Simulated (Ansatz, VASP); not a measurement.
Pb in VASP and in Ansatz

The input INCAR:

```
SYSTEM = Pb
PREC = Accurate
ENCUT = 520
EDIFF = 1E-6
ISMEAR = -1
SIGMA = 0.1
LREAL = .FALSE.
LASPH = .TRUE.
NELM = 80
ALGO = Normal
ISIF = 2
LWAVE = .FALSE.
LCHARG = .TRUE.
GGA = PE
LELF = .TRUE.
LVHAR = .TRUE.
NBANDS = 21
```

The input KPOINTS:

```
regular mesh
0
G
  11 11 11
  0 0 0
```

File POSCAR:

```
Pb
1.0
    0.0000000000      3.1352513444      3.1352513444
    3.1352513444      0.0000000000      3.1352513444
    3.1352513444      3.1352513444      0.0000000000
Pb
2
Direct
   -0.1250000000     -0.1250000000     -0.1250000000
    0.1250000000      0.1250000000      0.1250000000
```

Input for Ansatz:

```yaml
crystal:
  lattice:
    - [0.0, 3.1352513444, 3.1352513444]
    - [3.1352513444, 0.0, 3.1352513444]
    - [3.1352513444, 3.1352513444, 0.0]
  atoms:
    - { symbol: Pb, position: [-0.125, -0.125, -0.125] }
    - { symbol: Pb, position: [0.125, 0.125, 0.125] }
kpoints:
  mp_grid: { grid: [11, 11, 11] }
scf:
  occupations: { method: fermi_dirac, width: 0.1 }
hamiltonian:
  xc: pbe
  pseudopotentials: { kind: paw }
output:
  forces: true
  stress: true
  eigenvalues: true
  populations: true
```

Change from the starting cell: volume scaled by 0.7, PAW files.

Alike in both runs: task single point; functional PBE; k mesh 11 × 11 × 11; occupations fermi-dirac, width 0.1 eV; no spin polarisation.

```csv
,VASP,Ansatz
version,VASP 6.6.1,Ansatz 0.2.0
potentials or method,"VASP PAW PBE potentials, release 64 (Pb_d)","PAW with Ansatz's default frozen-core files, scalar-relativistic"
plane-wave cutoff (eV),520,420
valence electrons in the cell,28,28
```

VASP gave:

| Item | Value |
| --- | --- |
| pressure (GPa) | 21.1 |

Question: Estimate Ansatz's values.

Answer: Pressure (GPa): 21.2.

Caveats: so large a pressure means that the cell lies far from this level's equilibrium, or that cutoff or potentials fall short (VASP). Spin-orbit coupling is left out, which matters for the levels of Pb.
